When arsenic replaces phosphorus in AlP, the gap at the centre of the Brillouin zone shrinks by more than 1 eV, while the gap to the zone edge shrinks by only about 0.2 eV. The smaller of the two is the band gap, so a forecast for InAs or InSb has to say which of them counts. The table holds the hybrid-functional gaps of their zincblende relatives. How large are the gaps of these two compounds, and are they direct?

HSE06 band gaps of zincblende III–V compounds (space group F-43m), computed with Ansatz 0.2.0 using plane waves and PAW, a cutoff of 420 eV and no spin polarisation, in cells relaxed with r2SCAN. Where the smearing width is not zero, the smearing is Fermi–Dirac. The label extra_c marks a conduction bottom at a point located with PBE.

```
formula  element on site A  Z A  element on site B  Z B  volume per atom (Å³)  shortest distance (Å)  k mesh  smearing width  band gap, HSE06 (eV)  least direct gap, HSE06 (eV)  gap kind, HSE06  conduction bottom at, HSE06
     BP                  B    5                  P   15                 11.67                  1.964   6×6×6            0 eV                 1.970                         4.344         indirect                      extra_c
    BAs                  B    5                 As   33                 13.68                  2.071   6×6×6            0 eV                 1.833                         4.112         indirect                      extra_c
    AlN                 Al   13                  N    7                 10.43                  1.892   8×8×8            0 eV                 4.552                         5.547         indirect                            X
    AlP                 Al   13                  P   15                 20.56                  2.372   6×6×6            0 eV                 2.285                         4.157         indirect                            X
   AlAs                 Al   13                 As   33                 22.88                  2.459   6×6×6            0 eV                 2.093                         2.875         indirect                            X
    GaN                 Ga   31                  N    7                 11.38                  1.948   6×6×6            0 eV                 3.005                         3.005           direct                        Gamma
    GaP                 Ga   31                  P   15                 20.24                  2.360   6×6×6            0 eV                 2.261                         2.799         indirect                      extra_c
    InP                 In   49                  P   15                 25.77                  2.558   6×6×6            0 eV                 1.357                         1.357           direct                        Gamma
   InAs                 In   49                 As   33                 28.50                  2.645   6×6×6         0.02 eV                     ?                             ?                ?                            ?
   InSb                 In   49                 Sb   51                 35.27                  2.840   4×4×4         0.02 eV                     ?                             ?                ?                            ?
```

The column of band gaps mixes different kinds of gap. The valence top lies at Γ, the zone centre, in every row, but the conduction bottom moves: it is at Γ in GaN and InP, at X on the zone edge in the three aluminium compounds, and close to X in BP, BAs and GaP. For these last three the table writes extra_c, a point located with a simpler functional and then read with the hybrid. The least direct gap, taken at one and the same point of the zone, lies at Γ in all known rows and is the better quantity to follow. Both kinds of gap are the least found on the k mesh and at the named points, so a slightly lower value in between can't be ruled out.

AlP and GaP show what drives it. Their bonds are almost equally long, and their gaps at X agree at about 2.3 eV. Yet the direct gap of GaP is smaller by 1.4 eV. Bond length can't explain that difference, so it comes from the cation. The expected main cause is that the outer s level of gallium lies deeper than that of aluminium, because the filled 3d shell screens the nucleus poorly.

The s level matters so much at Γ because the lowest empty state there is usually the antibonding mix of the s orbitals of both atoms. The valence top is the bonding mix of their p orbitals. A deeper s level lowers the empty state directly, and a longer bond weakens the coupling that pushes it up. The longer bond also weakens the coupling that holds the valence top down, so the gap shrinks from both sides. At X the phases of the wave cancel the coupling between neighbouring s orbitals, so theory expects that valley to be less sensitive. Boron is the exception at Γ: in BAs a threefold p-like level is the lowest empty one, and the s-like level lies well above it, at 5.8 eV.

This picture becomes a formula if each pair of orbitals is treated as a two-level problem. Let s and p be the atomic levels on sites A and B, and d the shortest distance:

E_s = (s_A + s_B)/2 + √[((s_A − s_B)/2)² + V_s²]

E_p = (p_A + p_B)/2 − √[((p_A − p_B)/2)² + V_p²]

V_s = 4 × 1.32 ħ²/(m d²)

V_p = (4/3) × (2.22 − 2 × 0.63) ħ²/(m d²)

The numerical factors are Harrison's universal coefficients, summed over four neighbours, and m is the electron mass. The direct gap is E_s − E_p. Its absolute value is crude, so the computed gap of InP serves as the starting point and the formula supplies only the change when the anion is exchanged.

For InAs the distance of 2.645 Å gives ħ²/(m d²) = 7.62/2.645² = 1.09 eV, hence V_s = 5.75 eV and V_p = 1.39 eV. Rough recalled s levels are −8.5 eV for In and −15 eV for As; the p levels are −2.7 and −5.3 eV. Then

E_s = −11.75 + √(3.25² + 5.75²) = −5.14 eV

E_p = −4.0 − √(1.3² + 1.39²) = −5.91 eV

and their distance, taken from the unrounded values, is 0.76 eV. The same steps give 1.71 eV for InP, so the exchange costs 0.95 eV. Taken from the computed 1.36 eV of InP, this leaves about 0.40 eV for InAs.

How far can such a number be trusted? The step from AlP to AlAs is the only like-for-like test, and there the formula finds a fall of 1.07 eV where the calculation has 1.28 eV. Changes of cation are met worse: the formula finds 0.89 eV of the 1.36 eV fall from AlP to GaP and 0.72 eV of the 1.44 eV from GaP to InP, so the starting point has to share the cation. Nitrides are no use as starting points: from GaN to GaP the formula exaggerates the fall by 3.6 eV. The forecast for InAs is therefore 0.40 eV with a range from 0.1 to 0.7 eV. The gap should be direct at Γ, since in the indirect phosphides and arsenides of the table the valley at or near X lies at about 2 eV. The valley at L has to be cleared as well: in InP it lies at 2.2 eV, below the one at X at 2.4 eV, and both are far above the forecast.

InSb is harder. Its bond is longer still, which lowers the s-like state, while the shallower s level of antimony raises it again. Most of the further fall in the formula therefore comes from the valence top, which rises. The formula ends at −0.03 eV, which would mean a closed gap. Real InSb, however, is known to keep a gap of roughly 0.2 eV. Leaving out spin–orbit coupling adds a few tenths of an eV to that, and the slightly too wide computed cell takes away a similar amount. The forecast is therefore shifted to 0.2 eV, with a range from 0 to 0.5 eV, direct at Γ if open. InSb should lie below InAs, though the ranges overlap. Two signs give part of the answer away: the notes supplied with the data flag InSb for a small gap without spin–orbit coupling, and in the table only the two withheld rows use smearing, which hints at small gaps in both. The flag isn't a warning from the run itself: the runs warn only of loose thresholds for the stress, and no gap here is read from the stress. The forecast numbers don't rest on either sign.

Two simpler recipes give other answers. Carrying the fall from AlP to AlAs over to InP unchanged puts InAs at only 0.08 eV. A straight line of band gap against bond length, fitted to the eight known rows, gives 1.4 eV for InAs and 0.9 eV for InSb.

The withheld rows as computed:

```
formula  element on site A  Z A  element on site B  Z B  volume per atom (Å³)  shortest distance (Å)  k mesh  smearing width  band gap, HSE06 (eV)  least direct gap, HSE06 (eV)  gap kind, HSE06  conduction bottom at, HSE06
   InAs                 In   49                 As   33                 28.50                  2.645   6×6×6         0.02 eV                 0.358                         0.358           direct                        Gamma
   InSb                 In   49                 Sb   51                 35.27                  2.840   4×4×4         0.02 eV                 0.296                         0.296           direct                        Gamma
```

Both gaps are direct at Γ and both values fall inside their ranges. InAs comes out at 0.36 eV, about 0.05 eV below the forecast. That agreement is closer than the method deserves, because an error of 0.4 eV in the recalled s level of arsenic would alone move the result by about 0.1 eV. That level was rounded to a whole eV, and a shallower value would raise the forecast. The recalled levels are also of density-functional size, whereas Harrison's coefficients go with the deeper Hartree–Fock ones. The straight line misses by 1.0 eV. It pools four cation families, and bond length alone can't carry the part of the atoms: GaN and AlAs have nearly the same direct gap at bonds half an ångström apart. A line through the direct gaps of the same mixed rows is therefore not expected to do better.

The aluminium step, carried over unchanged, lands 0.28 eV too low, and the formula accounts for part of this. Exchanging phosphorus for arsenic stretches the bond by 0.09 Å in both families. The indium bond is longer to begin with, so the same stretch changes 1/d² less and weakens the coupling less. In the formula the two steps differ by only about 0.1 eV, however, so most of the miss remains unexplained.

Spin–orbit coupling, absent here, is expected to narrow the gap of InAs by 0.1 eV or so, while its computed cell, like that of InSb, is slightly too wide and errs the other way.

InSb comes out at 0.30 eV, about 0.10 eV above the forecast. The shift was in the right direction but too small; without it the formula would have been 0.33 eV too low. The shift drew on what is known of the real crystal, so the hit is no success of the two-level picture. That picture makes the gap fall by about 0.4 eV from InAs to InSb, whereas the calculation finds a fall of only 0.06 eV.

A plausible reason, untested here, is that universal couplings ignore the size of the orbitals. The wide orbitals of antimony should overlap more at a given distance than the formula assumes, and the compact ones of nitrogen less. That would explain why the formula, once anchored on InP, puts InSb too low, and why it puts the nitrides too high. Boron doesn't fit: its orbitals are compact too, yet the formula places the s-like level of BAs at 4.5 eV, below the computed 5.8 eV.

The order of InAs and InSb came out as forecast, but a difference of 0.06 eV is a weak result, the more so as InSb was computed on a coarser mesh. Spin–orbit coupling raises the valence top by about a third of its splitting, a rise expected to be roughly 0.3 eV in InSb and 0.1 eV in InAs. Including it would pull the two apart and bring InSb, in this cell, close to a closed gap. For InSb this shift is thus about as large as the computed gap itself. The too wide cell errs the other way, so the value in the table lies near the real gap only because two errors largely cancel.

The neighbouring gallium series follows the same logic. GaP is indirect, with its Γ valley about half an eV above the one near X. Arsenic lowers the Γ valley much more than the other, and GaAs is indeed well known as a direct semiconductor. The printed analysis below lists the formula's estimate for each row, before anchoring on InP, beside the computed direct gap. The near match for BAs there means nothing: the formula describes the s-like level, while the computed gap ends at the p-like one.

Printed output of the fit:

```
Two-level model before anchoring, and computed direct gap (eV):
   row   model  computed
    BP   6.332     4.344
   BAs     4.5     4.112
   AlN   7.944     5.547
   AlP   3.322     4.157
  AlAs   2.256     2.875
   GaN   6.245     3.005
   GaP   2.436     2.799
   InP   1.715     1.357
  InAs  0.7619     0.358
  InSb  0.3259     0.296
Change of direct gap from AlP to AlAs, computed (eV): -1.282
Change of smallest gap (at X) from AlP to AlAs, computed (eV): -0.192
Gap of GaP at X itself (eV): 2.29
s-like singlet of BAs at Gamma above valence top (eV): 5.81
Change of direct gap from AlP to AlAs, model (eV): -1.066
Model less computed, step AlP to AlAs (eV): 0.2158
Model less computed, step GaN to GaP (eV): -3.604
fit of band_gap_HSE06 on 8 rows: constant 7.622 +/- 2.6, coefficient of shortest_bond -2.362 +/- 1.2; rms 0.71, worst AlN -1.4, leave-one-out rms 0.981
  rows outside the fit (model, value, miss): InAs 1.376, 0.358, 1.02; InSb 0.9152, 0.296, 0.619
Rival for InAs: InP plus the AlP to AlAs step (eV): 0.075
Forecast gap of InAs, range 0.1 to 0.7 (eV): 0.4037
Anchored model for InSb before the shift (eV): -0.03234
Forecast gap of InSb, range 0 to 0.5 (eV): 0.2
Computed gap of InAs (eV): 0.358
Forecast less computed, InAs (eV): 0.04572
Rival step less computed, InAs (eV): -0.283
Computed gap of InSb (eV): 0.296
Forecast less computed, InSb (eV): -0.096
Unshifted model less computed, InSb (eV): -0.3283
Rise of exp(-gap/2kT) at 300 K from InP to InAs, computed gaps (powers of ten): 8.391
```
